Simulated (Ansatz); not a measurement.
# P (diamond type): how the settings move a single-point run

Question: which choices in the input matter for P (diamond type)?

Method: reference: DFT, PBE, PAW with Ansatz's default frozen-core files, scalar-relativistic, in Ansatz 0.2.0.

**1. Starting point**

Symmetry: Fd-3m, No. 227, cubic system. The conventional cell has a = 4.044 Å, b = 4.044 Å, c = 4.044 Å, α = 90.00°, β = 90.00°, γ = 90.00°. P (site symmetry -43m) has 4 P at 1.75 Å as nearest neighbours.

As a file:

```xyz
2
Lattice="0.0000 2.0219 2.0219 2.0219 0.0000 2.0219 2.0219 2.0219 0.0000" Properties=species:S:1:pos:R:3 pbc="T T T"
P    -0.5055   -0.5055   -0.5055
P     0.5055    0.5055    0.5055
```

**2. The reference run**

input.yaml

```yaml
crystal:
  lattice:
    - [0.0, 2.0218808074, 2.0218808074]
    - [2.0218808074, 0.0, 2.0218808074]
    - [2.0218808074, 2.0218808074, 0.0]
  atoms:
    - { symbol: P, position: [-0.125, -0.125, -0.125] }
    - { symbol: P, position: [0.125, 0.125, 0.125] }
kpoints:
  mp_grid: { grid: [12, 12, 12] }
scf:
  occupations: { method: fermi_dirac, width: 0.1 }
hamiltonian:
  xc: pbe
  pseudopotentials: { kind: paw, partial_waves: polarizable }
output:
  forces: true
  stress: true
  eigenvalues: true
```

Command:

```sh
ansatz run input.yaml --threads 1 --pin off --max-ram 2048MiB --backend cpu --events-out ev --progress --plain --runs-dir out
```

**3. Changing settings: starting moments, mp_grid.grid [8, 8, 8], occupations.method cold, occupations.width 0.025, spin_polarized true**

input.yaml

```yaml
crystal:
  lattice:
    - [0.0, 2.0218808074, 2.0218808074]
    - [2.0218808074, 0.0, 2.0218808074]
    - [2.0218808074, 2.0218808074, 0.0]
  atoms:
    - { symbol: P, position: [-0.125, -0.125, -0.125], spin: 2.0 }
    - { symbol: P, position: [0.125, 0.125, 0.125], spin: 3.0 }
kpoints:
  mp_grid: { grid: [8, 8, 8] }
scf:
  occupations: { method: cold, width: 0.025 }
hamiltonian:
  xc: pbe
  pseudopotentials: { kind: paw, partial_waves: polarizable }
output:
  forces: true
  stress: true
  eigenvalues: true
magnetization:
  spin_polarized: true
```

Before running it: what results should come out? Wanted: for each run, ending; energy change; pressure; abs. moment; force.

As calculated:

```csv
run,ending,energy change,pressure (GPa),abs. moment (μB),force (eV/Å),cycles,time
reference,converged,0,358.3,0.00,0.00,6,0.73 s
"1: starting moments, mp_grid.grid [8, 8, 8], occupations.method cold, occupations.width 0.025, spin_polarized true",converged,-31.4 meV/atom (σ→0),358.2,0.12,0.00,17,2.3 s
```

Residual by cycle in the longest SCF loop of each run; runs are numbered as in the table. The quantity is the density residual dr2, in eV.

```csv
cycle,reference,run 1
1,0.0222,1.69
2,0.00406,0.613
4,8.8e-8,0.00282
5,5.8e-10,3.9e-4
7,-,2.7e-4
8,-,1.6e-4
10,-,5.7e-6
11,-,2.5e-6
13,-,1.1e-7
14,-,2.6e-9
16,-,1.8e-11
17,-,1.5e-12
```

What this shows: Changing the spin polarisation, k-point mesh and smearing moves the energy by -31.4 meV/atom (σ→0 values), and the absolute moment goes from 0.00 to 0.12 μB. Semilocal functionals close small gaps, so the missing gap need not be the real solid's. The structure is not at rest: the sound run finds 358 GPa, so these are no properties of the relaxed crystal. 
